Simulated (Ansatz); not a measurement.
Input, command and steps of an Ansatz relaxation.

```yaml
crystal:
  lattice:
    - [6.2676935198, 0.0, 0.0]
    - [0.0, 6.2676935198, 0.0]
    - [0.0, 0.0, 6.2676935198]
  atoms:
    - { symbol: In, position: [0.134, 0.134, 0.134] }
    - { symbol: In, position: [0.366, 0.866, 0.634] }
    - { symbol: In, position: [0.634, 0.366, 0.866] }
    - { symbol: In, position: [0.866, 0.634, 0.366] }
    - { symbol: Se, position: [0.8445, 0.8445, 0.8445] }
    - { symbol: Se, position: [0.6555, 0.1555, 0.3445] }
    - { symbol: Se, position: [0.3445, 0.6555, 0.1555] }
    - { symbol: Se, position: [0.1555, 0.3445, 0.6555] }
basis:
  ecutwfc: 420
kpoints:
  mp_grid: { grid: [4, 4, 4] }
hamiltonian:
  xc: pbe
scf:
  occupations: { method: gaussian, width: 0.1 }
  lower_state_search: "off"
output:
  forces: true
  stress: true
  eigenvalues: true
relax:
  adjacent_minimum: "off"
  f_tol: 0.04
  max_steps: 70
  cell: { stress_tol: 0.4 }
```

```bash
ansatz run input.yaml --threads 1 --pin off --max-ram 2560MiB --backend cpu --events-out ev --progress --plain --runs-dir out
```

These are results of DFT PBE, scalar-relativistic, plane waves, PAW in Ansatz 0.2.0, not measurements.

Of 10 frames 10 are shown, positions in Å and forces in eV/Å; the SCF threshold varies from step to step. Steps run on the plane waves of an earlier cell, with a Pulay correction in the pressure. The basis is chosen afresh for the last frame, the zero of the energies, and at times for earlier ones too; energy and pressure step there, also at an unchanged geometry.

```xyz
8
Lattice="6.2677 0.0000 0.0000 0.0000 6.2677 0.0000 0.0000 0.0000 6.2677" Properties=species:S:1:pos:R:3:forces:R:3 pbc="T T T" step=1 free_energy_over_end_meV_per_atom=463.72 pressure_GPa=-5.46
In    0.8399    0.8399    0.8399   -0.0201   -0.0201   -0.0201
In    2.2940    5.4278    3.9737    0.0201    0.0201   -0.0201
In    3.9737    2.2940    5.4278   -0.0201    0.0201    0.0201
In    5.4278    3.9737    2.2940    0.0201   -0.0201    0.0201
Se    5.2931    5.2931    5.2931   -0.3528   -0.3528   -0.3528
Se    4.1085    0.9746    2.1592    0.3528    0.3528   -0.3528
Se    2.1592    4.1085    0.9746   -0.3528    0.3528    0.3528
Se    0.9746    2.1592    4.1085    0.3528   -0.3528    0.3528
8
Lattice="5.9621 0.0000 0.0000 0.0000 5.9621 0.0000 0.0000 0.0000 5.9621" Properties=species:S:1:pos:R:3:forces:R:3 pbc="T T T" step=2 free_energy_over_end_meV_per_atom=307.93 pressure_GPa=-1.69
In    0.8021    0.8021    0.8021    0.0613    0.0613    0.0613
In    2.1790    5.1601    3.7832   -0.0613   -0.0613    0.0613
In    3.7832    2.1790    5.1601    0.0613   -0.0613   -0.0613
In    5.1601    3.7832    2.1790   -0.0613    0.0613   -0.0613
Se    4.9515    4.9515    4.9515   -0.3595   -0.3595   -0.3595
Se    3.9917    1.0107    1.9704    0.3595    0.3595   -0.3595
Se    1.9704    3.9917    1.0107   -0.3595    0.3595    0.3595
Se    1.0107    1.9704    3.9917    0.3595   -0.3595    0.3595
8
Lattice="5.8638 0.0000 0.0000 0.0000 5.8638 0.0000 0.0000 0.0000 5.8638" Properties=species:S:1:pos:R:3:forces:R:3 pbc="T T T" step=3 free_energy_over_end_meV_per_atom=257.16 pressure_GPa=1.75
In    0.8146    0.8146    0.8146    0.2104    0.2104    0.2104
In    2.1173    5.0492    3.7465   -0.2104   -0.2104    0.2104
In    3.7465    2.1173    5.0492    0.2104   -0.2104   -0.2104
In    5.0492    3.7465    2.1173   -0.2104    0.2104   -0.2104
Se    4.7644    4.7644    4.7644   -0.1706   -0.1706   -0.1706
Se    4.0313    1.0994    1.8325    0.1706    0.1706   -0.1706
Se    1.8325    4.0313    1.0994   -0.1706    0.1706    0.1706
Se    1.0994    1.8325    4.0313    0.1706   -0.1706    0.1706
8
Lattice="5.9036 0.0000 0.0000 0.0000 5.9036 0.0000 0.0000 0.0000 5.9036" Properties=species:S:1:pos:R:3:forces:R:3 pbc="T T T" step=4 free_energy_over_end_meV_per_atom=189.21 pressure_GPa=1.94
In    0.9185    0.9185    0.9185    0.3310    0.3310    0.3310
In    2.0333    4.9851    3.8703   -0.3310   -0.3310    0.3310
In    3.8703    2.0333    4.9851    0.3310   -0.3310   -0.3310
In    4.9851    3.8703    2.0333   -0.3310    0.3310   -0.3310
Se    4.6933    4.6933    4.6933   -0.0578   -0.0578   -0.0578
Se    4.1622    1.2104    1.7414    0.0578    0.0578   -0.0578
Se    1.7414    4.1622    1.2104   -0.0578    0.0578    0.0578
Se    1.2104    1.7414    4.1622    0.0578   -0.0578    0.0578
8
Lattice="5.9611 0.0000 0.0000 0.0000 5.9611 0.0000 0.0000 0.0000 5.9611" Properties=species:S:1:pos:R:3:forces:R:3 pbc="T T T" step=5 free_energy_over_end_meV_per_atom=126.34 pressure_GPa=0.68
In    1.0345    1.0345    1.0345    0.3149    0.3149    0.3149
In    1.9460    4.9266    4.0150   -0.3149   -0.3149    0.3149
In    4.0150    1.9460    4.9266    0.3149   -0.3149   -0.3149
In    4.9266    4.0150    1.9460   -0.3149    0.3149   -0.3149
Se    4.6744    4.6744    4.6744   -0.0354   -0.0354   -0.0354
Se    4.2672    1.2867    1.6938    0.0354    0.0354   -0.0354
Se    1.6938    4.2672    1.2867   -0.0354    0.0354    0.0354
Se    1.2867    1.6938    4.2672    0.0354   -0.0354    0.0354
8
Lattice="5.9858 0.0000 0.0000 0.0000 5.9858 0.0000 0.0000 0.0000 5.9858" Properties=species:S:1:pos:R:3:forces:R:3 pbc="T T T" step=6 free_energy_over_end_meV_per_atom=77.92 pressure_GPa=-0.49
In    1.1463    1.1463    1.1463    0.2448    0.2448    0.2448
In    1.8466    4.8395    4.1392   -0.2448   -0.2448    0.2448
In    4.1392    1.8466    4.8395    0.2448   -0.2448   -0.2448
In    4.8395    4.1392    1.8466   -0.2448    0.2448   -0.2448
Se    4.6597    4.6597    4.6597   -0.0785   -0.0785   -0.0785
Se    4.3191    1.3262    1.6667    0.0785    0.0785   -0.0785
Se    1.6667    4.3191    1.3262   -0.0785    0.0785    0.0785
Se    1.3262    1.6667    4.3191    0.0785   -0.0785    0.0785
8
Lattice="5.9621 0.0000 0.0000 0.0000 5.9621 0.0000 0.0000 0.0000 5.9621" Properties=species:S:1:pos:R:3:forces:R:3 pbc="T T T" step=7 free_energy_over_end_meV_per_atom=37.34 pressure_GPa=-0.25
In    1.2494    1.2494    1.2494    0.1955    0.1955    0.1955
In    1.7317    4.7127    4.2305   -0.1955   -0.1955    0.1955
In    4.2305    1.7317    4.7127    0.1955   -0.1955   -0.1955
In    4.7127    4.2305    1.7317   -0.1955    0.1955   -0.1955
Se    4.5940    4.5940    4.5940   -0.0306   -0.0306   -0.0306
Se    4.3492    1.3681    1.6130    0.0306    0.0306   -0.0306
Se    1.6130    4.3492    1.3681   -0.0306    0.0306    0.0306
Se    1.3681    1.6130    4.3492    0.0306   -0.0306    0.0306
8
Lattice="5.9479 0.0000 0.0000 0.0000 5.9479 0.0000 0.0000 0.0000 5.9479" Properties=species:S:1:pos:R:3:forces:R:3 pbc="T T T" step=8 free_energy_over_end_meV_per_atom=10.19 pressure_GPa=-0.14
In    1.3560    1.3560    1.3560    0.1081    0.1081    0.1081
In    1.6180    4.5919    4.3300   -0.1081   -0.1081    0.1081
In    4.3300    1.6180    4.5919    0.1081   -0.1081   -0.1081
In    4.5919    4.3300    1.6180   -0.1081    0.1081   -0.1081
Se    4.5374    4.5374    4.5374   -0.0175   -0.0175   -0.0175
Se    4.3844    1.4105    1.5635    0.0175    0.0175   -0.0175
Se    1.5635    4.3844    1.4105   -0.0175    0.0175    0.0175
Se    1.4105    1.5635    4.3844    0.0175   -0.0175    0.0175
8
Lattice="5.9459 0.0000 0.0000 0.0000 5.9459 0.0000 0.0000 0.0000 5.9459" Properties=species:S:1:pos:R:3:forces:R:3 pbc="T T T" step=9 free_energy_over_end_meV_per_atom=-0.66 pressure_GPa=-0.10
In    1.4651    1.4651    1.4651    0.0152    0.0152    0.0152
In    1.5079    4.4808    4.4380   -0.0152   -0.0152    0.0152
In    4.4380    1.5079    4.4808    0.0152   -0.0152   -0.0152
In    4.4808    4.4380    1.5079   -0.0152    0.0152   -0.0152
Se    4.4749    4.4749    4.4749   -0.0033   -0.0033   -0.0033
Se    4.4439    1.4710    1.5020    0.0033    0.0033   -0.0033
Se    1.5020    4.4439    1.4710   -0.0033    0.0033    0.0033
Se    1.4710    1.5020    4.4439    0.0033   -0.0033    0.0033
8
Lattice="5.9459 0.0000 0.0000 0.0000 5.9459 0.0000 0.0000 0.0000 5.9459" Properties=species:S:1:pos:R:3:forces:R:3 pbc="T T T" step=10 free_energy_over_end_meV_per_atom=0.00 pressure_GPa=-0.11
In    1.4651    1.4651    1.4651    0.0152    0.0152    0.0152
In    1.5079    4.4808    4.4380   -0.0152   -0.0152    0.0152
In    4.4380    1.5079    4.4808    0.0152   -0.0152   -0.0152
In    4.4808    4.4380    1.5079   -0.0152    0.0152   -0.0152
Se    4.4749    4.4749    4.4749   -0.0032   -0.0032   -0.0032
Se    4.4439    1.4710    1.5020    0.0032    0.0032   -0.0032
Se    1.5020    4.4439    1.4710   -0.0032    0.0032    0.0032
Se    1.4710    1.5020    4.4439    0.0032   -0.0032    0.0032
```

The start puts this composition into another compound's structure type, which needn't suit it. At the end the space group is P2_13 (tolerance 0.05 Å).

Time: 3.2 min on 1 thread of Intel(R) Xeon(R) Platinum 8488C (Sapphire Rapids), on a shared host, peak memory 0.56 GiB.

The k mesh is coarse.